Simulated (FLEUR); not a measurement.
# NiO (Fm-3m) in FLEUR: notebook

The runs below take NiO through equation of state, band structure, with LDA, PBE.

All numbers are computed with FLEUR MaX-R8.1 (later development tree); they aren't measurements. Logs are shortened: lines on timing, memory, paths and dates and some standing lists are left out, and cuts for length are marked.

**What was measured.**

From “Local correlations, non-local screening, multiplets, and band formation in NiO”, 2012, arxiv:1210.6675, for a bulk crystal of NiO: band gap 4.3 eV.

The results are compared with them further down.

**1. Starting point**

Symmetry: Fm-3m, No. 225, cubic system. Conventional cell: a = 4.172 Å, b = 4.172 Å, c = 4.172 Å, α = 90.00°, β = 90.00°, γ = 90.00°. Around Ni (site symmetry m-3m) lie 6 O at 2.09 Å. O (site symmetry m-3m) has 6 Ni at 2.09 Å as nearest neighbours.

**2. Equation of state, LDA, collinear spin, ferromagnetic start, 8.53 Å³/atom (volume scaled by 0.94)**

File inp.xml:

```xml
<?xml version="1.0" encoding="UTF-8" standalone="no"?>
<fleurInput fleurInputVersion="0.39">
   <comment>
      NiO                                                                                                 
   </comment>
   <calculationSetup>
      <cutoffs Kmax="4.88" Gmax="15.1" GmaxXC="15.1" numbands="0"/>
      <scfLoop itmax="60" minDistance="0.00001" maxIterBroyd="15" imix="Anderson" alpha="0.05" precondParam="0.0" spinf="2.0" sdNocoIR="T"/>
      <coreElectrons ctail="T" frcor="F" kcrel="0" coretail_lmax="0"/>
      <xcFunctional name="vwn" relativisticCorrections="F"/>
      <magnetism jspins="2"/>
      <soc l_soc="F" theta="0.0" phi="0.0" spav="F"/>
      <expertModes spex="0" secvar="F"/>
      <geometryOptimization l_f="F" forcealpha="1.0" forcemix="BFGS" epsdisp="0.00001" epsforce="0.00001"/>
      <ldaU l_linMix="F" mixParam="0.05" spinf="1.0"/>
   </calculationSetup>
   <cell>
      <bzIntegration valenceElectrons="24.0" mode="hist" fermiSmearingEnergy="0.00183747">
         <kPointListSelection listName="default-1"/>
         <!-- k-points included here -->
         <xi:include xmlns:xi="http://www.w3.org/2001/XInclude" href="kpts.xml"> </xi:include>
      </bzIntegration>
      <!-- symmetry operations included here -->
      <xi:include xmlns:xi="http://www.w3.org/2001/XInclude" href="sym.xml"> </xi:include>
      <bulkLattice scale="0.9795861087">
         <bravaisMatrix>
            <row-1>    0.0000000000000000     3.9417828250996005     3.9417828250996005</row-1>
            <row-2>    3.9417828250996005     0.0000000000000000     3.9417828250996005</row-2>
            <row-3>    3.9417828250996005     3.9417828250996005     0.0000000000000000</row-3>
         </bravaisMatrix>
      </bulkLattice>
   </cell>
   <atomSpecies>
      <species name="Nickel (Ni1.000" element="Ni" atomicNumber="28">
         <mtSphere radius="2.01" gridPoints="685" logIncrement="0.018"/>
         <atomicCutoffs lmax="8" lnonsphr="8"/>
         <electronConfig flipSpins="F">
            <coreConfig>(1s1/2) (2s1/2) (2p1/2) (2p3/2)</coreConfig>
            <valenceConfig>(3s1/2) (3p1/2) (3p3/2) (4s1/2) (3d3/2) (3d5/2)</valenceConfig>
            <stateOccupation state="(3d3/2)" spinUp="1.6" spinDown="1.6"/>
            <stateOccupation state="(3d5/2)" spinUp="2.9" spinDown="1.9"/>
         </electronConfig>
         <energyParameters s="4" p="4" d="3" f="4"/>
         <lo type="SCLO" l="0" n="3" eDeriv="0"/>
         <lo type="SCLO" l="1" n="3" eDeriv="0"/>
         <lo type="SCLO" l="1" n="3" eDeriv="1"/>
         <lo type="SCLO" l="2" n="3" eDeriv="2"/>
         <lo type="SCLO" l="3" n="4" eDeriv="2"/>
      </species>
      <species name="Oxygen (O)" element="O" atomicNumber="8">
         <mtSphere radius="1.53" gridPoints="523" logIncrement="0.02"/>
         <atomicCutoffs lmax="8" lnonsphr="8"/>
         <electronConfig flipSpins="F">
            <coreConfig>(1s1/2)</coreConfig>
            <valenceConfig>(2s1/2) (2p1/2) (2p3/2)</valenceConfig>
            <stateOccupation state="(2p1/2)" spinUp="0.666667" spinDown="0.666667"/>
            <stateOccupation state="(2p3/2)" spinUp="1.333333" spinDown="1.333333"/>
         </electronConfig>
         <energyParameters s="2" p="2" d="3" f="4"/>
         <lo type="SCLO" l="0" n="2" eDeriv="2"/>
         <lo type="SCLO" l="1" n="2" eDeriv="2"/>
         <lo type="SCLO" l="2" n="3" eDeriv="2"/>
      </species>
   </atomSpecies>
   <atomGroups>
      <atomGroup species="Nickel (Ni1.000">
         <relPos label="                   1">.0000000000 .0000000000 .0000000000</relPos>
         <force calculate="T" relaxXYZ="TTT"/>
      </atomGroup>
      <atomGroup species="Oxygen (O)">
         <relPos label="                   2">1.000/2.000 1.000/2.000 1.000/2.000</relPos>
         <force calculate="T" relaxXYZ="TTT"/>
      </atomGroup>
   </atomGroups>
   <output dos="F" band="F" slice="F">
      <checks vchk="F" cdinf="F"/>
      <bandDOS minEnergy="-.5*Htr" maxEnergy="0.5*Htr" sigma="0.015" storeEVData="T"/>
      <vacuumDOS vacdos="F" integ="F" star="F" nstars="0" locx1="0.0" locy1="0.0" locx2="0.0" locy2="0.0" nstm="0" tworkf="0.0"/>
      <unfoldingBand unfoldBand="F" supercellX="1" supercellY="1" supercellZ="1"/>
      <plotting iplot="0" polar="F">
         <plot TwoD="T" vec1="  1.0  0.0  0.0" vec2="  0.0  1.0  0.0" vec3="  0.0  0.0  1.0" zero="  0.0  0.0  0.0" file="plot"/>
      </plotting>
      <chargeDensitySlicing numkpt="0" minEigenval="0.0" maxEigenval="0.0" nnne="0" pallst="F"/>
      <specialOutput eonly="F"/>
      <moessbauerParams electricFieldGradient="T" isomerShift="T" coreHyperfine="T" valenceHyperfine="T"/>
      <magneticCircularDichroism mcd="F" energyLo="-10.0" energyUp="0.0"/>
   </output>
  <!-- We include the file relax.xml here to enable relaxations (see documentation) -->
  <xi:include xmlns:xi="http://www.w3.org/2001/XInclude" href="relax.xml"> <xi:fallback/> </xi:include>
</fleurInput>
```

Potentials or basis: all-electron, FLAPW.

On the command line:

```
inpgen -f crystal.txt -profile fastHighL
# inp.xml edited to the form shown
fleur_MPI
```

Log:

```text
Welcome to FLEUR        (www.flapw.de)
      MaX-Release 8.1          (www.max-centre.eu)

 ========== k-point set info ==========
 Selected k-point list: default-1
 k-point list type: mesh
 11 x 11 x 11
 Number of k points: 56

 ------------Calculation Setup---------------------------
 Number of MPI-tasks      :            1
 Number of PE/node        :            1
 Number of OMP-threads    :            1
 Most efficient MPI parallelization for:
           1           2           4           7           8          14          28          56
 Additional eigenvalue parallelization possible
 Number of basis functions:          302
 Approximate size of matrices (H+S) per k-point:         0.001 GB
 --------------------------------------------------------
 Iteration:     1   Distance:      33.80916075 me/bohr^3
 Iteration:     2   Distance:      31.19040885 me/bohr^3
 Iteration:     3   Distance:      13.93578988 me/bohr^3
 Iteration:     4   Distance:       9.51564482 me/bohr^3
 Iteration:     5   Distance:       9.64371420 me/bohr^3
 Iteration:     6   Distance:       3.76499719 me/bohr^3
 Iteration:     7   Distance:       3.22366570 me/bohr^3
 Iteration:     8   Distance:       2.87897267 me/bohr^3
 Iteration:     9   Distance:       3.74847476 me/bohr^3
 Iteration:    10   Distance:       1.01707255 me/bohr^3
[... 6 lines left out ...]
 Iteration:    17   Distance:       0.00461025 me/bohr^3
 Iteration:    18   Distance:       0.00092147 me/bohr^3
 Iteration:    19   Distance:       0.00043182 me/bohr^3
 Iteration:    20   Distance:       0.00017871 me/bohr^3
 Iteration:    21   Distance:       0.00007339 me/bohr^3
 Iteration:    22   Distance:       0.00006240 me/bohr^3
 Iteration:    23   Distance:       0.00004825 me/bohr^3
 Iteration:    24   Distance:       0.00002271 me/bohr^3
 Iteration:    25   Distance:       0.00001117 me/bohr^3
 Iteration:    26   Distance:       0.00000024 me/bohr^3

 ********************************************************************
 Run finished successfully
 Stop message:
   all done
 ********************************************************************
```

Run time: 77 s. Hardware: 1 thread of Arm Neoverse V2, shared host; peak memory 0.06 GiB.

What came out:

```yaml
Free_energy: -43352.8899 eV
Band_gap_on_the_k_mesh: none (metal or under the smearing width)
Net_moment: 0.30 μB per cell
Site_moments: Ni +0.26; O +0.04 μB
Valence_electrons_inside_the_program's_atomic_spheres: Ni 16.33; O 4.88 (radii Ni 2.01, O 1.53 bohr)
```

Caveat: semilocal functionals often make such compounds metallic where correlation or magnetic order opens a gap, which also shifts bond lengths.

**3. Equation of state, LDA, collinear spin, ferromagnetic start, 8.71 Å³/atom (volume scaled by 0.96)**

Changes to inp.xml since step 2:

```diff
@@ -24,3 +24,3 @@
       <xi:include xmlns:xi="http://www.w3.org/2001/XInclude" href="sym.xml"> </xi:include>
-      <bulkLattice scale="0.9795861087">
+      <bulkLattice scale="0.9864848297">
          <bravaisMatrix>
```

Potentials or basis: all-electron, FLAPW.

On the command line:

```
inpgen -f crystal.txt -profile fastHighL
# inp.xml edited to the form shown
fleur_MPI
```

Run time: 83 s. Hardware: 1 thread of Arm Neoverse V2, shared host; peak memory 0.06 GiB.

Results (log left out):

* Free energy: -43352.8669 eV
* Band gap on the k mesh: none (metal or under the smearing width)
* Net moment: 0.30 μB per cell
* Site moments: Ni +0.25; O +0.04 μB
* Valence electrons inside the program's atomic spheres: Ni 16.31; O 4.87 (radii Ni 2.01, O 1.53 bohr)

Caveat: semilocal functionals often make such compounds metallic where correlation or magnetic order opens a gap, which also shifts bond lengths.

**4. Equation of state, LDA, collinear spin, ferromagnetic start, 9.08 Å³/atom**

Changes to inp.xml since step 3:

```diff
@@ -24,3 +24,3 @@
       <xi:include xmlns:xi="http://www.w3.org/2001/XInclude" href="sym.xml"> </xi:include>
-      <bulkLattice scale="0.9864848297">
+      <bulkLattice scale="1.0000000000">
          <bravaisMatrix>
```

On the command line:

```
inpgen -f crystal.txt -profile fastHighL
# inp.xml edited to the form shown
fleur_MPI
```

It took 87 s on 1 thread of Arm Neoverse V2, shared host; peak memory 0.06 GiB.

Results (log left out):

```
Free energy                                           : -43352.7930 eV
Band gap on the k mesh                                : none (metal or under the smearing width)
Net moment                                            : 0.30 μB per cell
Site moments                                          : Ni +0.25; O +0.04 μB
Valence electrons inside the program's atomic spheres : Ni 16.28; O 4.84 (radii Ni 2.01, O 1.53 bohr)
```

Caveat: semilocal functionals often make such compounds metallic where correlation or magnetic order opens a gap, which also shifts bond lengths.

**5. Equation of state, LDA, collinear spin, ferromagnetic start, 9.44 Å³/atom (volume scaled by 1.04)**

Changes to inp.xml since step 4:

```diff
@@ -24,3 +24,3 @@
       <xi:include xmlns:xi="http://www.w3.org/2001/XInclude" href="sym.xml"> </xi:include>
-      <bulkLattice scale="1.0000000000">
+      <bulkLattice scale="1.0131594038">
          <bravaisMatrix>
```

On the command line:

```
inpgen -f crystal.txt -profile fastHighL
# inp.xml edited to the form shown
fleur_MPI
```

It took 2.2 min on 1 thread of Arm Neoverse V2, shared host; peak memory 0.06 GiB.

Results (log left out):

| Property | Result |
| --- | --- |
| Free energy | -43352.6871 eV |
| Band gap on the k mesh | none (metal or under the smearing width) |
| Net moment | 0.00 μB per cell |
| Valence electrons inside the program's atomic spheres | Ni 16.24; O 4.82 (radii Ni 2.01, O 1.53 bohr) |

Caveat: semilocal functionals often make such compounds metallic where correlation or magnetic order opens a gap, which also shifts bond lengths.

**6. Band structure, PBE, collinear spin, ferromagnetic start**

Changes to inp.xml since step 5:

```diff
@@ -6,6 +6,6 @@
    <calculationSetup>
-      <cutoffs Kmax="4.88" Gmax="15.1" GmaxXC="15.1" numbands="0"/>
+      <cutoffs Kmax="4.73" Gmax="14.7" GmaxXC="14.7" numbands="0"/>
       <scfLoop itmax="60" minDistance="0.00001" maxIterBroyd="15" imix="Anderson" alpha="0.05" precondParam="0.0" spinf="2.0" sdNocoIR="T"/>
       <coreElectrons ctail="T" frcor="F" kcrel="0" coretail_lmax="0"/>
-      <xcFunctional name="vwn" relativisticCorrections="F"/>
+      <xcFunctional name="pbe" relativisticCorrections="F"/>
       <magnetism jspins="2"/>
@@ -24,3 +24,3 @@
       <xi:include xmlns:xi="http://www.w3.org/2001/XInclude" href="sym.xml"> </xi:include>
-      <bulkLattice scale="1.0131594038">
+      <bulkLattice scale="1.0">
          <bravaisMatrix>
@@ -34,3 +34,3 @@
       <species name="Nickel (Ni1.000" element="Ni" atomicNumber="28">
-         <mtSphere radius="2.01" gridPoints="685" logIncrement="0.018"/>
+         <mtSphere radius="2.07" gridPoints="685" logIncrement="0.018"/>
          <atomicCutoffs lmax="8" lnonsphr="8"/>
@@ -50,3 +50,3 @@
       <species name="Oxygen (O)" element="O" atomicNumber="8">
-         <mtSphere radius="1.53" gridPoints="523" logIncrement="0.02"/>
+         <mtSphere radius="1.58" gridPoints="523" logIncrement="0.02"/>
          <atomicCutoffs lmax="8" lnonsphr="8"/>
```

File crystal.txt:

```
NiO
&input cartesian=F /
0.0000000000  2.0859016414  2.0859016414
2.0859016414  0.0000000000  2.0859016414
2.0859016414  2.0859016414  0.0000000000
1.8897261246
1.0 1.0 1.0

2
28 0.0000000000  0.0000000000  0.0000000000 : 1.000
8 0.5000000000  0.5000000000  0.5000000000

&kpt div1=11 div2=11 div3=11 gamma=T /
```

File inp.xml (bands):

```
<?xml version="1.0" encoding="UTF-8" standalone="no"?>
<fleurInput fleurInputVersion="0.39">
   <comment>
      NiO                                                                                                 
   </comment>
   <calculationSetup>
      <cutoffs Kmax="4.73" Gmax="14.7" GmaxXC="14.7" numbands="0"/>
      <scfLoop itmax="60" minDistance="0.00001" maxIterBroyd="15" imix="Anderson" alpha="0.05" precondParam="0.0" spinf="2.0" sdNocoIR="T"/>
      <coreElectrons ctail="T" frcor="F" kcrel="0" coretail_lmax="0"/>
      <xcFunctional name="pbe" relativisticCorrections="F"/>
      <magnetism jspins="2"/>
      <soc l_soc="F" theta="0.0" phi="0.0" spav="F"/>
      <expertModes spex="0" secvar="F"/>
      <geometryOptimization l_f="F" forcealpha="1.0" forcemix="BFGS" epsdisp="0.00001" epsforce="0.00001"/>
      <ldaU l_linMix="F" mixParam="0.05" spinf="1.0"/>
   </calculationSetup>
   <cell>
      <bzIntegration valenceElectrons="24.0" mode="hist" fermiSmearingEnergy="0.00183747">
         <kPointListSelection listName="path-1"/>
         <!-- k-points included here -->
         <xi:include xmlns:xi="http://www.w3.org/2001/XInclude" href="kpts.xml"> </xi:include>
      </bzIntegration>
      <!-- symmetry operations included here -->
      <xi:include xmlns:xi="http://www.w3.org/2001/XInclude" href="sym.xml"> </xi:include>
      <bulkLattice scale="1.0">
         <bravaisMatrix>
[... 30 lines left out ...]
            <stateOccupation state="(2p3/2)" spinUp="1.333333" spinDown="1.333333"/>
         </electronConfig>
         <energyParameters s="2" p="2" d="3" f="4"/>
         <lo type="SCLO" l="0" n="2" eDeriv="2"/>
         <lo type="SCLO" l="1" n="2" eDeriv="2"/>
         <lo type="SCLO" l="2" n="3" eDeriv="2"/>
      </species>
   </atomSpecies>
   <atomGroups>
      <atomGroup species="Nickel (Ni1.000">
         <relPos label="                   1">.0000000000 .0000000000 .0000000000</relPos>
         <force calculate="T" relaxXYZ="TTT"/>
      </atomGroup>
      <atomGroup species="Oxygen (O)">
         <relPos label="                   2">1.000/2.000 1.000/2.000 1.000/2.000</relPos>
         <force calculate="T" relaxXYZ="TTT"/>
      </atomGroup>
   </atomGroups>
   <output dos="F" band="T" slice="F">
      <checks vchk="F" cdinf="F"/>
      <bandDOS minEnergy="-.5*Htr" maxEnergy="0.5*Htr" sigma="0.015" storeEVData="T"/>
      <vacuumDOS vacdos="F" integ="F" star="F" nstars="0" locx1="0.0" locy1="0.0" locx2="0.0" locy2="0.0" nstm="0" tworkf="0.0"/>
      <unfoldingBand unfoldBand="F" supercellX="1" supercellY="1" supercellZ="1"/>
      <plotting iplot="0" polar="F">
         <plot TwoD="T" vec1="  1.0  0.0  0.0" vec2="  0.0  1.0  0.0" vec3="  0.0  0.0  1.0" zero="  0.0  0.0  0.0" file="plot"/>
      </plotting>
      <chargeDensitySlicing numkpt="0" minEigenval="0.0" maxEigenval="0.0" nnne="0" pallst="F"/>
      <specialOutput eonly="F"/>
      <moessbauerParams electricFieldGradient="T" isomerShift="T" coreHyperfine="T" valenceHyperfine="T"/>
      <magneticCircularDichroism mcd="F" energyLo="-10.0" energyUp="0.0"/>
   </output>
  <!-- We include the file relax.xml here to enable relaxations (see documentation) -->
  <xi:include xmlns:xi="http://www.w3.org/2001/XInclude" href="relax.xml"> <xi:fallback/> </xi:include>
</fleurInput>
```

Potentials or basis: all-electron, FLAPW.

On the command line:

```
inpgen -f crystal.txt -profile fastHighL
# inp.xml edited to the form shown
fleur_MPI
fleur_MPI   # second run, on inp.xml (bands)
```

Run time: 1.9 min. Hardware: 1 thread of Arm Neoverse V1, shared host; peak memory 0.06 GiB.

It converged, with:

```
Free energy                                           : -43430.8930 eV
Band gap along the path                               : none (metal or under the smearing width)
Net moment                                            : 1.73 μB per cell
Site moments                                          : Ni +1.44; O +0.26 μB
Valence electrons inside the program's atomic spheres : Ni 16.35; O 5.08 (radii Ni 2.07, O 1.58 bohr)
```

Levels at the corners of the path, in eV from the Fermi level:
Spin up:
```csv
point,band 11,band 12,band 13,band 14,band 15,band 16
Γ,-2.66,-2.66,-2.66,1.48,17.75,18.82
X,-2.23,-1.63,-1.63,6.07,10.52,12.17
W,-1.90,-1.63,-1.25,8.43,10.62,10.62
K,-1.76,-1.52,-1.17,7.73,10.26,10.46
Γ,-2.66,-2.66,-2.66,1.48,17.75,18.82
L,-1.41,0.29,0.29,5.52,9.94,13.94
U,-1.76,-1.52,-1.17,7.73,10.26,10.46
W,-1.90,-1.63,-1.25,8.43,10.62,10.62
L,-1.41,0.29,0.29,5.52,9.94,13.94
K,-1.76,-1.52,-1.17,7.73,10.26,10.46
U,-1.76,-1.52,-1.17,7.73,10.26,10.46
X,-2.23,-1.63,-1.63,6.07,10.52,12.17
```
Spin down:
| point | band 8 | band 9 | band 10 | band 11 | band 12 | band 13 | band 14 | band 15 |
| --- | --- | --- | --- | --- | --- | --- | --- | --- |
| Γ | -2.57 | -1.85 | -1.85 | -1.85 | -0.59 | -0.59 | 1.83 | 17.69 |
| X | -3.93 | -2.84 | -0.74 | -0.74 | -0.15 | 0.39 | 6.52 | 10.88 |
| W | -5.25 | -1.08 | -1.08 | -0.74 | 0.26 | 1.00 | 8.97 | 10.94 |
| K | -4.48 | -1.66 | -0.87 | -0.65 | 0.52 | 1.02 | 8.17 | 10.60 |
| Γ | -2.57 | -1.85 | -1.85 | -1.85 | -0.59 | -0.59 | 1.83 | 17.69 |
| L | -4.88 | -0.94 | -0.94 | -0.57 | 2.24 | 2.24 | 5.70 | 10.45 |
| U | -4.48 | -1.66 | -0.87 | -0.65 | 0.52 | 1.02 | 8.17 | 10.60 |
| W | -5.25 | -1.08 | -1.08 | -0.74 | 0.26 | 1.00 | 8.97 | 10.94 |
| L | -4.88 | -0.94 | -0.94 | -0.57 | 2.24 | 2.24 | 5.70 | 10.45 |
| K | -4.48 | -1.66 | -0.87 | -0.65 | 0.52 | 1.02 | 8.17 | 10.60 |
| U | -4.48 | -1.66 | -0.87 | -0.65 | 0.52 | 1.02 | 8.17 | 10.60 |
| X | -3.93 | -2.84 | -0.74 | -0.74 | -0.15 | 0.39 | 6.52 | 10.88 |

Core levels (eV from the Fermi level):
| atom | levels |
| --- | --- |
| 1 Ni | 1s1/2 -8202.7, 2s1/2 -974.1, 2p1/2 -848.6, 2p3/2 -831.1 |
| 2 O | 1s1/2 -506.7 |

Caveat: a cell with one magnetic atom can't hold antiferromagnetic order, which such compounds often take; semilocal functionals often make such compounds metallic where correlation or magnetic order opens a gap, which also shifts bond lengths.

**7. Against experiment**

Step 6. Measured gap of NiO: 4.3 eV (quoted in “Local correlations, non-local screening, multiplets, and band formation in NiO”, 2012, arxiv:1210.6675). This calculation gives 0.00 eV (-4.30 eV). So large a miss can be the level of theory's own, or it may mean another phase, state or a wrong row. The value is that of PBE, without temperature or zero-point motion. Semilocal functionals fall short of measured gaps as a rule. The run's magnetic order (collinear spin, ferromagnetic start) needn't be the measured crystal's.
